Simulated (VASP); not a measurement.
# CdS (P6_3mc) in VASP: a series of runs

Runs on CdS. Level: PBE. Tasks: relaxation of cell and atoms.

All numbers are computed with VASP 6.6.1; they aren't measurements. Logs are shortened: lines on timing, memory, paths and dates and some standing lists are left out, and cuts for length are marked.

### Step 1. The crystal as given

Symmetry: P6_3mc, No. 186, hexagonal system. Conventional cell: a = 4.150 Å, b = 4.150 Å, c = 6.737 Å, α = 90.00°, β = 90.00°, γ = 120.00°. Cd (site symmetry 3m) has 4 S at 2.53 to 2.54 Å as nearest neighbours. S (site symmetry 3m) has 4 Cd at 2.53 to 2.54 Å as nearest neighbours.

### Step 2. Relaxation of cell and atoms, PBE

The input, INCAR:

```
SYSTEM = CdS
ALGO = Normal ; EDIFF = 1E-7
EDIFFG = -0.002 ; ENCUT = 700
GGA = PE ; IBRION = 2
ISIF = 3 ; ISMEAR = 0
LASPH = .True. ; LCHARG = .False.
LREAL = .False. ; LWAVE = .False.
NELM = 80 ; NSW = 80
PREC = Accurate ; SIGMA = 0.02
```

The input, KPOINTS:

```
k-points
0
Gamma
  9 9 6
  0 0 0
```

The input, POSCAR:

```
CdS
1.0
    4.1500000000      0.0000000000      0.0000000000
   -2.0750000000      3.5940054300      0.0000000000
    0.0000000000      0.0000000000      6.7370000000
Cd S
2 2
Direct
    0.3333333300      0.6666666700      0.0000000000
    0.6666666700      0.3333333300      0.5000000000
    0.3333333300      0.6666666700      0.3750000000
    0.6666666700      0.3333333300      0.8750000000
```

Potentials or basis: VASP PAW PBE potentials, release 64 (Cd, S).

Command:

```console
cat potpaw_PBE.64/Cd/POTCAR potpaw_PBE.64/S/POTCAR > POTCAR
mpirun -np 1 vasp_std > vasp.out
```

OUTCAR:

```text
SYSTEM = CdS
   EDIFF = 1E-7
   EDIFFG = -0.002
   ENCUT = 700
   GGA = PE
   IBRION = 2
   ISIF = 3
   ISMEAR = 0
   LASPH = .True.
   LREAL = .False.
   NELM = 80
   NSW = 80
   PREC = Accurate

 ion  position               nearest neighbor table
   1  0.333  0.667  0.000-   3 2.53   4 2.54   4 2.54   4 2.54
   2  0.667  0.333  0.500-   4 2.53   3 2.54   3 2.54   3 2.54
   3  0.333  0.667  0.375-   1 2.53   2 2.54   2 2.54   2 2.54
   4  0.667  0.333  0.875-   2 2.53   1 2.54   1 2.54   1 2.54

  LATTYP: Found a hexagonal cell.
 ALAT       =     4.1500000000
 C/A-ratio  =     1.6233734940

  Lattice vectors:

 A1 = (   4.1500000000,   0.0000000000,   0.0000000000)
 A2 = (  -2.0750000000,   3.5940054300,   0.0000000000)
 A3 = (   0.0000000000,   0.0000000000,   6.7370000000)

Analysis of symmetry for initial positions (statically):
=====================================================================
 Subroutine PRICEL returns:
 Original cell was already a primitive cell.

 Routine SETGRP: Setting up the symmetry group for a
 hexagonal supercell.

 Subroutine GETGRP returns: Found 12 space group operations
 (whereof  6 operations were pure point group operations)
 out of a pool of 24 trial point group operations.

The static configuration has the point symmetry C_3v.
 The point group associated with its full space group is C_6v.

Analysis of symmetry for dynamics (positions and initial velocities):
=====================================================================
 Subroutine PRICEL returns:
 Original cell was already a primitive cell.

 Routine SETGRP: Setting up the symmetry group for a
 hexagonal supercell.

 Subroutine GETGRP returns: Found 12 space group operations
 (whereof  6 operations were pure point group operations)
 out of a pool of 24 trial point group operations.

The dynamic configuration has the point symmetry C_3v.
 The point group associated with its full space group is C_6v.

 Subroutine INISYM returns: Found 12 space group operations
 (whereof  6 operations are pure point group operations),
 and found     1 'primitive' translations

----------------------------------------------------------------------------------------

                                     Primitive cell

  volume of cell :     100.4832

  direct lattice vectors                    reciprocal lattice vectors
     4.150000000  0.000000000  0.000000000     0.240963855  0.139120547  0.000000000
    -2.075000000  3.594005430  0.000000000     0.000000000  0.278241093  0.000000000
     0.000000000  0.000000000  6.737000000     0.000000000  0.000000000  0.148434021

  length of vectors
     4.150000000  4.150000004  6.737000000     0.278241094  0.278241093  0.148434021

  position of ions in fractional coordinates (direct lattice)
     0.333333330  0.666666670  0.000000000
     0.666666670  0.333333330  0.500000000
     0.333333330  0.666666670  0.375000000
     0.666666670  0.333333330  0.875000000

  ion indices of the primitive-cell ions
   primitive index   ion index
                 1           1
                 2           2
                 3           3
                 4           4

----------------------------------------------------------------------------------------

 KPOINTS: k-points

Automatic generation of k-mesh.
 Grid dimensions read from file:
 generate k-points for:    9    9    6

 Generating k-lattice:

  Cartesian coordinates                     Fractional coordinates (reciprocal lattice)
     0.026773762  0.015457839  0.000000000     0.111111111 -0.000000000  0.000000000
     0.000000000  0.030915677  0.000000000     0.000000000  0.111111111  0.000000000
     0.000000000  0.000000000  0.024739004     0.000000000  0.000000000  0.166666667

  Length of vectors
     0.030915677  0.030915677  0.024739004

  Shift w.r.t. Gamma in fractional coordinates (k-lattice)
     0.000000000  0.000000000  0.000000000

 Subroutine IBZKPT returns following result:
 ===========================================

 Found     48 irreducible k-points:

 Following reciprocal coordinates:
            Coordinates               Weight
  0.000000  0.000000  0.000000      1.000000
  0.111111  0.000000  0.000000      6.000000
  0.222222  0.000000  0.000000      6.000000
  0.333333  0.000000  0.000000      6.000000
  0.444444  0.000000  0.000000      6.000000
  0.111111  0.111111  0.000000      6.000000
[... 16 lines left out ...]
  0.333333  0.222222  0.166667     24.000000
  0.333333  0.333333  0.166667      4.000000
 [... further k-points ...]
   k-points           NKPTS =     48   k-points in BZ     NKDIM =     48   number of bands    NBANDS=     22
   number of dos      NEDOS =    301   number of ions     NIONS =      4
   total plane-waves  NPLWV =  77760
   dimension x,y,z NGX =    36 NGY =   36 NGZ =   60
   dimension x,y,z NGXF=    72 NGYF=   72 NGZF=  120
   ions per type =               2   2
   NGX,Y,Z   is equivalent  to a cutoff of  14.42, 14.42, 14.81 a.u.
   NGXF,Y,Z  is equivalent  to a cutoff of  28.84, 28.84, 29.61 a.u.
 SYSTEM =  CdS
   PREC   = accura    normal or accurate (medium, high low for compatibility)
   ISTART =      0    job   : 0-new  1-cont  2-samecut
   ICHARG =      2    charge: 1-file 2-atom 10-const
   ISPIN  =      1    spin polarized calculation?
   LNONCOLLINEAR =      F non collinear calculations
   LSORBIT =      F    spin-orbit coupling
   LASPH  =      T    aspherical Exc in radial PAW
   ENCUT  =  700.0 eV  51.45 Ry    7.17 a.u.   8.95  8.95 14.53*2*pi/ulx,y,z
   NELM   =     80;   NELMIN=  2; NELMDL= -5     # of ELM steps
   EDIFF  = 0.1E-06   stopping-criterion for ELM
   LREAL  =      F    real-space projection
   EDIFFG = -.2E-02   stopping-criterion for IOM
   NSW    =     80    number of steps for IOM
   IBRION =      2    ionic relax: 0-MD 1-quasi-New 2-CG
   NFREE  =      1    steps in history (QN), initial steepest desc. (CG)
   ISIF   =      3    stress and relaxation
   ISYM   =      2    0-nonsym 1-usesym 2-fastsym
   POTIM  = 0.5000    time-step for ionic-motion
   TEBEG  =    0.0;   TEEND  =   0.0 temperature during run
   PSTRESS=    0.0 pullay stress
   NELECT =      36.0000    total number of electrons
   NUPDOWN=      -1.0000    fix difference up-down
   EMIN   =  10.00;   EMAX   =-10.00  energy-range for DOS
   EFERMI =   0.00;   METHOD = LEGACY
   ISMEAR =     0;   SIGMA  =   0.02  broadening in eV -4-tet -1-fermi 0-gaus
   EFERMI_NEDOS =   21; number of points for ismear=-14 and -15
   IALGO  =     38    algorithm
   IMIX   =      4    mixing-type and parameters
     AMIX     =   0.40;   BMIX     =  1.00
     AMIX_MAG =   1.60;   BMIX_MAG =  1.00
  volume/ion in A,a.u.               =      25.12       169.52
  Fermi-wavevector in a.u.,A,eV,Ry     =   1.162727  2.197236 18.394190  1.351935
  Thomas-Fermi vector in A             =   2.299285
   LORBIT       =      0    0 simple, 1 ext, 2 COOP (PROOUT), +10 PAW based schemes
   GGA     = PE    functional components
   LHFCALC =     F    Hartree Fock is set to
   AEXX    =    0.0000 exact exchange contribution
   IVDW    =     0    specifies the selected vdW correction
   LEPSILON=     F    determine dielectric tensor
   LRPA    =     F    only Hartree local field effects (RPA)
 conjugate gradient relaxation of ions
 non-spin polarized calculation
 Gauss-broadening in eV      SIGMA  =   0.02
  energy-cutoff  :      700.00
  volume of cell :      100.48
 maximum number of plane-waves:      4254
 NGX is ok and might be reduce to    36
   NGX = 17   NGY = 17   NGZ = 29

--------------------------------------- Ionic step        1  -------------------------------------------

 number of electron      36.0000000 magnetization

 Free energy of the ion-electron system (eV)
  ---------------------------------------------------
  ext. energy  EPLUGINS =         0.00000000
  ---------------------------------------------------
  free energy    TOTEN  =       -12.26817769 eV

  energy without entropy =      -12.26817769  energy(sigma->0) =      -12.26817769

------------------------ aborting loop because EDIFF is reached ----------------------------------------

  FORCE on cell =-STRESS in cart. coord.  units (eV):
  Direction    XX          YY          ZZ          XY          YZ          ZX
  --------------------------------------------------------------------------------------
  -------------------------------------------------------------------------------------
  Total        1.3803692      1.3803692      1.7967602      0.0000000     -0.0000000      0.0000000
  in kB       22.0096164     22.0096165     28.6488593      0.0000000     -0.0000000      0.0000000
  external PRESSURE =      24.2226974 kB  Pullay stress =       0.0000000 kB
[... 289 lines left out ...]
  energy  without entropy=      -12.2998175472  energy(sigma->0) =      -12.29981755

--------------------------------------- Ionic step        9  -------------------------------------------

 number of electron      36.0000005 magnetization

 Free energy of the ion-electron system (eV)
  ---------------------------------------------------
  ext. energy  EPLUGINS =         0.00000000
  ---------------------------------------------------
  free energy    TOTEN  =       -12.29982666 eV

  energy without entropy =      -12.29982666  energy(sigma->0) =      -12.29982666

 E-fermi :   0.9859     XC(G=0):  -8.8943

 val. band max:        0.8677314587   @ k =   0.0000   0.0000   0.0000
 cond. band min:       1.9676934677   @ k =   0.0000   0.0000   0.0000
 fundamental gap:      1.0999620090
 Fermi energy:         0.9859446750

 k-point     1 :       0.0000    0.0000    0.0000
  band No.  band energies     occupation
      1     -11.1902      2.00000
      2     -10.8078      2.00000
      3      -6.6656      2.00000
      4      -6.6600      2.00000
      5      -6.6600      2.00000
      6      -6.5868      2.00000
[... 574 lines left out ...]
      6      -6.4051      2.00000
[... 14 lines left out ...]
     21       5.8164      0.00000
     22       7.7833      0.00000

 [... further k-points ...]

------------------------ aborting loop because EDIFF is reached ----------------------------------------

  FORCE on cell =-STRESS in cart. coord.  units (eV):
  Direction    XX          YY          ZZ          XY          YZ          ZX
  --------------------------------------------------------------------------------------
  -------------------------------------------------------------------------------------
  Total        0.0056280      0.0056280     -0.0067742      0.0000000      0.0000000     -0.0000000
  in kB        0.0861086      0.0861086     -0.1036466      0.0000000      0.0000000     -0.0000000
  external PRESSURE =       0.0228569 kB  Pullay stress =       0.0000000 kB
[... 19 lines left out ...]
  FREE ENERGIE OF THE ION-ELECTRON SYSTEM (eV)
  ---------------------------------------------------
  free  energy   TOTEN  =       -12.2998266558 eV

  energy  without entropy=      -12.2998266558  energy(sigma->0) =      -12.29982666

 reached required accuracy - stopping structural energy minimisation
```

It took 6.9 min on 1 thread of Intel Xeon Platinum 8488C (Sapphire Rapids), shared host; peak memory 0.37 GiB.

Results:

```yaml
Free_energy: -12.2998 eV
Relaxed_volume: 26.18 Å³/atom
Relaxed_cell: a = 4.204 Å, b = 4.204 Å, c = 6.843 Å, α = 90.00°, β = 90.00°, γ = 120.00°
Space_group_after_relaxing_to_0.05_Å: P6_3mc (No. 186)
Energy_gained_by_relaxing: 7.9 meV/atom
Ionic_steps: 9
Pressure_after_relaxing: 0.0 GPa
Band_gap_on_the_k_mesh: 1.10 eV, direct
```

Step by step:
```
step  energy change (eV)  largest force (eV/Å)  pressure (GPa)  volume (Å³)
   1              0.0000                0.0695            2.42       100.48
   2             -0.0285                0.0020           -0.69       106.11
   3             -0.0316                0.0150            0.00       104.71
   4             -0.0316                0.0142           -0.05       104.79
   5             -0.0316                0.0071            0.01       104.68
   6             -0.0316                0.0064            0.02       104.67
   7             -0.0316                0.0040            0.01       104.69
   8             -0.0316                0.0017           -0.02       104.74
   9             -0.0316                0.0007            0.00       104.72
```

Final structure:
```
Cd S
1.0
     4.20354    0.00000    0.00000
    -2.10177    3.64037    0.00000
     0.00000    0.00000    6.84316
Cd S
2 2
Direct
  0.33333 0.66667 0.99925
  0.66667 0.33333 0.49925
  0.33333 0.66667 0.37575
  0.66667 0.33333 0.87575
```

Levels at points of the mesh, in eV from the valence-band top:
| k point | band 16 | band 17 | band 18 | band 19 | band 20 | band 21 |
| --- | --- | --- | --- | --- | --- | --- |
| (0.00, 0.00, 0.00) | -0.04 | 0.00 | 0.00 | 1.10 | 2.73 | 6.48 |
| (0.00, 0.00, 0.50) | -0.35 | -0.35 | -0.35 | 2.75 | 2.75 | 6.13 |

### Step 3. Relaxation of cell and atoms, PBE

This run uses another cell than the first one, of 26.18 Å³/atom, 1.042 times its volume.

INCAR is that of step 2.

KPOINTS is that of step 2.

The input, POSCAR:

```
CdS                                     
1.0
    4.2035358302      0.0000000000      0.0000000000
   -2.1017679151      3.6403688191      0.0000000000
   -0.0000000000     -0.0000000000      6.8431586201
  Cd              S             
     2     2
Direct
     0.3333333300000021    0.6666666699999979    0.9992461513029441
     0.6666666699999979    0.3333333300000021    0.4992461513029441
     0.3333333300000021    0.6666666699999979    0.3757538486970559
     0.6666666699999979    0.3333333300000021    0.8757538486970559
```

Potentials or basis: VASP PAW PBE potentials, release 64 (Cd, S).

Command:

```console
cat potpaw_PBE.64/Cd/POTCAR potpaw_PBE.64/S/POTCAR > POTCAR
mpirun -np 1 vasp_std > vasp.out
```

It took 95 s on 1 thread of Intel Xeon Platinum 8488C (Sapphire Rapids), shared host; peak memory 0.35 GiB.

It converged, with:

* Free energy: -12.3004 eV
* Pressure after relaxing: 0.0 GPa
* Band gap on the k mesh: 1.10 eV, direct

Final structure:
```cif
data_structure
_symmetry_space_group_name_H-M 'P 1'
_symmetry_Int_Tables_number 1
_cell_length_a 4.2035
_cell_length_b 4.2035
_cell_length_c 6.8432
_cell_angle_alpha 90.000
_cell_angle_beta 90.000
_cell_angle_gamma 120.000
_cell_volume 104.72
loop_
_atom_site_label
_atom_site_type_symbol
_atom_site_fract_x
_atom_site_fract_y
_atom_site_fract_z
_atom_site_occupancy
Cd1 Cd 0.33333 0.66667 0.99925 1
Cd2 Cd 0.66667 0.33333 0.49925 1
S1 S 0.33333 0.66667 0.37575 1
S2 S 0.66667 0.33333 0.87575 1
```

Levels at points of the mesh, in eV from the valence-band top:
| k point | band 14 | band 15 | band 16 | band 17 | band 18 | band 19 | band 20 | band 21 | band 22 |
| --- | --- | --- | --- | --- | --- | --- | --- | --- | --- |
| (0.00, 0.00, 0.00) | -0.69 | -0.69 | -0.04 | 0.00 | 0.00 | 1.10 | 2.73 | 6.48 | 6.48 |
| (0.00, 0.00, 0.50) | -2.35 | -0.35 | -0.35 | -0.35 | -0.35 | 2.75 | 2.75 | 6.13 | 6.13 |

Caveat: the relaxation stopped at its first step, so nothing moved.
